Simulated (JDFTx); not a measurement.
# Te2Pt (Moncheite) (P-3m1) in JDFTx: reference runs

How does Te2Pt (Moncheite) come out in PBEsol? The cell is run as given.

Everything below comes from runs of JDFTx 1.7.0 (patched build). Logs are shortened: lines on timing, memory, paths and dates and some standing lists are left out, and cuts for length are marked. The log counts tension as positive stress, the text compression.

## Step 1: The crystal as given

It takes space group P-3m1 (No. 164, trigonal). Conventional cell: a = 4.010 Å, b = 4.010 Å, c = 5.201 Å, α = 90.00°, β = 90.00°, γ = 120.00°. Pt (site symmetry -3m) has 6 Te at 2.66 Å as nearest neighbours. Around Te (site symmetry 3m) lie 3 Pt at 2.66 Å.

## Step 2: Single point, PBEsol

File Te2Pt.in:

```
lattice \
    7.5778017597    -3.7889008799     0.0000000000 \
    0.0000000000     6.5625688288     0.0000000000 \
    0.0000000000     0.0000000000     9.8284655742
coords-type Lattice
ion Pt     0.0000000000     0.0000000000     0.0000000000 1
ion Te     0.6666666667     0.3333333333     0.7500000000 1
ion Te     0.3333333333     0.6666666667     0.2500000000 1

ion-species pseudo/Pt.upf
ion-species pseudo/Te.upf
elec-cutoff 42 336
elec-ex-corr gga-PBEsol
kpoint-folding 8 8 5
elec-smearing Fermi 0.0018374661
elec-n-bands 33
electronic-SCF nIterations 100 energyDiffThreshold 1e-09
electronic-minimize nIterations 30 energyDiffThreshold 1e-7
converge-empty-states yes
forces-output-coords Cartesian

dump-name run.$VAR
dump End Ecomponents EigStats BandEigs Kpoints Forces Stress
```

Potentials or basis: PseudoDojo-SR-PBEsol-0.4.1-standard with smoothed tails.

Started as:

```sh
> jdftx -c 1 -i Te2Pt.in -o Te2Pt.out
```

The program printed:

```text
*************** JDFTx 1.7.0 (patched build) ***************

Input parsed successfully to the following command list (including defaults):
[... the input with its defaults ...]

---------- Setting up symmetries ----------

Found 24 point-group symmetries of the bravais lattice
Found 12 space-group symmetries with basis
Applied RMS atom displacement 3.57221e-10 bohrs to make symmetries exact.

---------- Initializing the Grid ----------
R =
[       7.5778      -3.7889            0  ]
[            0      6.56257            0  ]
[            0            0      9.82847  ]
unit cell volume = 488.768
G =
[   0.829157   0.478714         -0  ]
[          0   0.957428          0  ]
[          0         -0   0.639284  ]
Minimum fftbox size, Smin = [  64  64  84  ]
Chosen fftbox size, S = [  64  64  84  ]

---------- Initializing tighter grid for wavefunction operations ----------
R =
[       7.5778      -3.7889            0  ]
[            0      6.56257            0  ]
[            0            0      9.82847  ]
unit cell volume = 488.768
G =
[   0.829157   0.478714         -0  ]
[          0   0.957428          0  ]
[          0         -0   0.639284  ]
Minimum fftbox size, Smin = [  48  48  60  ]
Chosen fftbox size, S = [  48  48  60  ]

---------- Exchange Correlation functional ----------
Initalized PBEsol GGA exchange.
Initalized PBEsol GGA correlation.

---------- Setting up pseudopotentials ----------
Width of ionic core gaussian charges (only for fluid interactions / plotting) set to 0

Reading pseudopotential file 'pseudo/Pt.upf':
  'Pt' pseudopotential, 'PBESOL' functional
  Generated using ONCVPSP code by D. R. Hamann
  18 valence electrons, 4 orbitals, 8 projectors, 1001 radial grid points, with lMax = 3
    5S    l: 0   occupation:  2.0   eigenvalue: -3.744084
    5P    l: 1   occupation:  6.0   eigenvalue: -2.059473
    5D    l: 2   occupation:  9.0   eigenvalue: -0.226650
    6S    l: 0   occupation:  1.0   eigenvalue: -0.209389
  Core radius for overlap checks: 1.88 bohrs.

Reading pseudopotential file 'pseudo/Te.upf':
  'Te' pseudopotential, 'PBESOL' functional
  Generated using ONCVPSP code by D. R. Hamann
  16 valence electrons, 3 orbitals, 6 projectors, 1001 radial grid points, with lMax = 2
    4D    l: 2   occupation: 10.0   eigenvalue: -1.528329
    5S    l: 0   occupation:  2.0   eigenvalue: -0.556831
    5P    l: 1   occupation:  4.0   eigenvalue: -0.219319
  Core radius for overlap checks: 2.04 bohrs.

Initialized 2 species with 3 total atoms.

Folded 1 k-points by 8x8x5 to 320 k-points.

---------- Setting up k-points, bands, fillings ----------
Reduced to 40 k-points under symmetry.
Computing the number of bands and number of electrons
Calculating initial fillings.
nElectrons:  50.000000   nBands: 33   nStates: 40

----- Setting up reduced wavefunction bases (one per k-point) -----
average nbasis = 6355.009 , ideal nbasis = 6354.345

---------- Setting up ewald sum ----------
Optimum gaussian width for ewald sums = 2.616721 bohr.
Real space sum over 1089 unit cells with max indices [  5  5  4  ]
Reciprocal space sum over 2535 terms with max indices [  6  6  7  ]

---------- Allocating electronic variables ----------
Initializing wave functions:  linear combination of atomic orbitals
Note: number of bands (33) exceeds available atomic orbitals (28)
Pt pseudo-atom occupations:   s ( 2 0 )  p ( 6 )  d ( 10 )
Te pseudo-atom occupations:   s ( 2 )  p ( 4 )  d ( 10 )
	FillingsUpdate:  mu: +0.561273827  nElectrons: 50.000000
LCAOMinimize: Iter:   0  F: -306.9957422474101350  |grad|_K:  1.209e-02  alpha:  1.000e+00
	FillingsUpdate:  mu: +0.738316262  nElectrons: 50.000000
LCAOMinimize: Iter:   1  F: -307.5072418827978140  |grad|_K:  5.616e-03  alpha:  4.669e-01  linmin:  1.521e-01  cgtest: -1.493e+00
LCAOMinimize: 	Bad step direction: g.d > 0.
[... 16 lines of inner loops ...]
LCAOMinimize: Iter:   8  F: -307.8537450937851077  |grad|_K:  6.620e-07  alpha:  2.943e-01  linmin: -3.778e-04  cgtest:  1.062e-02
	FillingsUpdate:  mu: +0.544712427  nElectrons: 50.000000
LCAOMinimize: Iter:   9  F: -307.8537450999629073  |grad|_K:  1.270e-07  alpha:  6.465e-01  linmin: -4.405e-04  cgtest:  1.713e-04
LCAOMinimize: Converged (|Delta F|<1.000000e-06 for 2 iters).

-------- Electronic minimization -----------
Will mix electronic density at each iteration.
	FillingsUpdate:  mu: +0.544712427  nElectrons: 50.000000
	FillingsUpdate:  mu: +0.532635037  nElectrons: 50.000000
SCF: Cycle:  0   F: -307.967020765292034   dF: -1.133e-01   |Residual|: 1.039e-01   |deigs|: 1.091e-01
	FillingsUpdate:  mu: +0.527978623  nElectrons: 50.000000
SCF: Cycle:  1   F: -307.980299851762936   dF: -1.328e-02   |Residual|: 4.568e-02   |deigs|: 9.649e-03
	FillingsUpdate:  mu: +0.527447857  nElectrons: 50.000000
SCF: Cycle:  2   F: -307.983655936905848   dF: -3.356e-03   |Residual|: 1.488e-02   |deigs|: 5.531e-03
	FillingsUpdate:  mu: +0.526566882  nElectrons: 50.000000
SCF: Cycle:  3   F: -307.983762762993024   dF: -1.068e-04   |Residual|: 6.361e-03   |deigs|: 1.369e-03
	FillingsUpdate:  mu: +0.526930603  nElectrons: 50.000000
SCF: Cycle:  4   F: -307.983788796831107   dF: -2.603e-05   |Residual|: 1.890e-03   |deigs|: 6.844e-04
	FillingsUpdate:  mu: +0.526844712  nElectrons: 50.000000
SCF: Cycle:  5   F: -307.983791176636885   dF: -2.380e-06   |Residual|: 8.071e-04   |deigs|: 1.801e-04
	FillingsUpdate:  mu: +0.526922669  nElectrons: 50.000000
SCF: Cycle:  6   F: -307.983791974240262   dF: -7.976e-07   |Residual|: 2.022e-04   |deigs|: 1.203e-04
	FillingsUpdate:  mu: +0.526926998  nElectrons: 50.000000
SCF: Cycle:  7   F: -307.983792041710842   dF: -6.747e-08   |Residual|: 8.833e-05   |deigs|: 1.709e-05
	FillingsUpdate:  mu: +0.526923685  nElectrons: 50.000000
SCF: Cycle:  8   F: -307.983792062111945   dF: -2.040e-08   |Residual|: 2.322e-05   |deigs|: 1.490e-05
	FillingsUpdate:  mu: +0.526923348  nElectrons: 50.000000
SCF: Cycle:  9   F: -307.983792067002469   dF: -4.891e-09   |Residual|: 1.622e-05   |deigs|: 1.119e-05
	FillingsUpdate:  mu: +0.526923991  nElectrons: 50.000000
SCF: Cycle: 10   F: -307.983792068957882   dF: -1.955e-09   |Residual|: 3.694e-06   |deigs|: 1.845e-05
	FillingsUpdate:  mu: +0.526924033  nElectrons: 50.000000
SCF: Cycle: 11   F: -307.983792069489141   dF: -5.313e-10   |Residual|: 3.255e-06   |deigs|: 8.970e-06
	FillingsUpdate:  mu: +0.526924054  nElectrons: 50.000000
SCF: Cycle: 12   F: -307.983792069726974   dF: -2.378e-10   |Residual|: 1.218e-06   |deigs|: 1.473e-05
SCF: Converged (|Delta E|<1.000000e-09 for 2 iters).

Setting wave functions to eigenvectors of Hamiltonian
Converging empty states (this may take a while): |deigs|: 8.634e-05

# Stress tensor in Cartesian coordinates [Eh/a0^3]:
[ -0.000167435            0            0  ]
[            0 -0.000167435            0  ]
[            0            0  -0.00012327  ]

# Ionic positions in lattice coordinates:
ion Pt   0.000000000000000   0.000000000000000   0.000000000000000 1
ion Te   0.666666666666667   0.333333333333333   0.750000000000000 1
ion Te   0.333333333333333   0.666666666666667   0.250000000000000 1

# Forces in Cartesian coordinates:
force Pt  -0.000000000000000  -0.000000000000000   0.000000000000000 1
force Te   0.000000000000000   0.000000000000000  -0.015653307535242 1
force Te   0.000000000000000  -0.000000000000000   0.015653307535239 1

# Energy components:
   Eewald =     -207.6693724821752198
       EH =       81.9174956649035551
     Eloc =     -241.6270255852500668
      Enl =      -51.4171040997165321
      Exc =      -72.5074546030666482
 Exc_core =       31.9724314292883207
       KE =      151.3477287895628081
-------------------------------------
     Etot =     -307.9833008864537760
       TS =        0.0004911832732156
-------------------------------------
        F =     -307.9837920697269738

IonicMinimize: Iter:   0  F: -307.983792069726974  |grad|_K:  7.379e-03
IonicMinimize: None of the convergence criteria satisfied after 0 iterations.

#--- Lowdin population analysis ---
# oxidation-state Pt +0.209
# oxidation-state Te +0.027 +0.027

Dumping 'run.eigStats' ...
	eMin: -3.132007 at state 0 ( [ +0.000000 +0.000000 +0.000000 ] spin 0 )
	HOMO: +0.524913 at state 9 ( [ +0.000000 +0.250000 +0.200000 ] spin 0 )
	mu  : +0.526924
	LUMO: +0.526993 at state 25 ( [ +0.125000 +0.250000 +0.200000 ] spin 0 )
	eMax: +0.924755 at state 20 ( [ +0.000000 +0.500000 +0.400000 ] spin 0 )
	HOMO-LUMO gap: +0.002081
	Optical gap  : +0.008124 at state 9 ( [ +0.000000 +0.250000 +0.200000 ] spin 0 )
Done!
```

It took 3.4 min on 1 thread of Intel Xeon 6975P-C (Granite Rapids), shared host; peak memory 0.47 GiB.

What came out:

| Quantity | Value |
| --- | --- |
| Free energy | -8380.6659 eV |
| Pressure | 4.5 GPa |
| Largest force | 0.805 eV/Å |
| Band gap on the k mesh | none (metal or under the smearing width) |

Forces in eV/Å, atoms in the order of the input:
```
Pt   0.000  0.000  0.000
Te   0.000  0.000 -0.805
Te   0.000  0.000  0.805
```

Stress tensor (GPa, compression positive):
```
4.93 0.00 0.00
0.00 4.93 0.00
0.00 0.00 3.63
```

Levels at points of the mesh, in eV from the Fermi level:
```csv
k point,band 21,band 22,band 23,band 24,band 25,band 26,band 27,band 28,band 29,band 30
"(0.00, 0.00, 0.00)",-4.08,-2.81,-0.67,-0.67,1.09,1.09,1.26,2.57,4.23,5.78
"(0.00, 0.50, 0.00)",-3.79,-3.74,-3.67,-3.59,-3.00,0.14,2.54,3.59,5.18,5.68
```

The run has no spin-orbit coupling, so splittings on Pt, Te are missing.
